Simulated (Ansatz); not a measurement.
ZnO (4H polytype): the band gap by level of theory

All numbers come from Ansatz 0.2.0. The calculation is spin-unpolarised, and the structure need not be a phase that has been made.

The cell is ZnO, 4H polytype; cell and atoms were relaxed with r2SCAN. Zn is surrounded by 4 O at 1.97–1.98 Å; Zn is surrounded by 4 O at 1.97 Å; O is surrounded by 4 Zn at 1.97–1.98 Å; O is surrounded by 4 Zn at 1.97 Å.

Space group P6_3mc (No. 186). a = 3.226 Å, b = 3.226 Å, c = 10.473 Å, α = 90.00°, β = 90.00°, γ = 120.00°
```json
{"atom": "Zn", "site": "2a", "symmetry": "3m.", "x": "0.0000", "y": "0.0000", "z": "0.9994"}
{"atom": "Zn", "site": "2b", "symmetry": "3m.", "x": "0.3333", "y": "0.6667", "z": "0.2496"}
{"atom": "O", "site": "2a", "symmetry": "3m.", "x": "0.0000", "y": "0.0000", "z": "0.1882"}
{"atom": "O", "site": "2b", "symmetry": "3m.", "x": "0.3333", "y": "0.6667", "z": "0.4379"}
```

Relaxed lattice by functional, symmetry kept:

| functional | k mesh | a (Å) | c (Å) | volume (Å³/atom) |
| --- | --- | --- | --- | --- |
| PBE | 12×12×4 | 3.272 | 10.630 | 12.32 |
| r2SCAN | 12×12×2 | 3.226 | 10.473 | 11.80 |
| PBEsol | 12×12×2 | 3.223 | 10.470 | 11.77 |
| LDA | 12×12×2 | 3.181 | 10.340 | 11.32 |

Band edges at fixed r2SCAN geometry:

| level | k mesh | gap (eV) | kind | edges | least direct gap (eV) | rough cost |
| --- | --- | --- | --- | --- | --- | --- |
| LDA | 12×12×4 | 0.68 | direct | Γ | 0.68 | 40 core-seconds |
| PBE | 12×12×4 | 0.75 | direct | Γ | 0.75 | 40 core-seconds |
| r2SCAN | 12×12×4 | 1.18 | direct | Γ | 1.18 | 60 core-seconds |
| HSE06 | 6×6×2 | 2.46 | direct | Γ | 2.46 | 5 core-minutes |
| PBE0 | 6×6×2 | 3.15 | direct | Γ | 3.15 | 5 core-minutes |
| Hartree-Fock | 6×6×2 | 11.26 | direct | Γ | 11.26 | 4 core-minutes |

PBE: smearing of 0.02 eV; the others have fixed occupations.
Wave cutoffs: 420 eV, 500 eV (r2SCAN).
Costs come from shared machines and give only the order; PBE's includes the band path. The runs had 4 threads of Intel(R) Xeon(R) Platinum 8488C (Sapphire Rapids) (shared host).

The HSE06 gap is direct at Γ: 2.46 eV.

r2SCAN covers 25 % of the step from PBE to HSE06, while HSE06 needs about 6 times r2SCAN's cost (on a coarser mesh). Among these functionals the gap stays direct.

r2SCAN (ground state on 9×9×2): The clamped-ion dielectric constant comes out as 4.43 along x and y, 4.46 along z. Born charges, averaged over directions: Zn +2.11, O -2.11 e. PBE (ground state on 9×9×2): ε∞: 5.21 along x and y, 5.24 along z. Born charges, averaged over directions: Zn +2.13, O -2.14 e.

The meshes of the hybrids are coarse, so their gaps aren't converged to the digits shown.
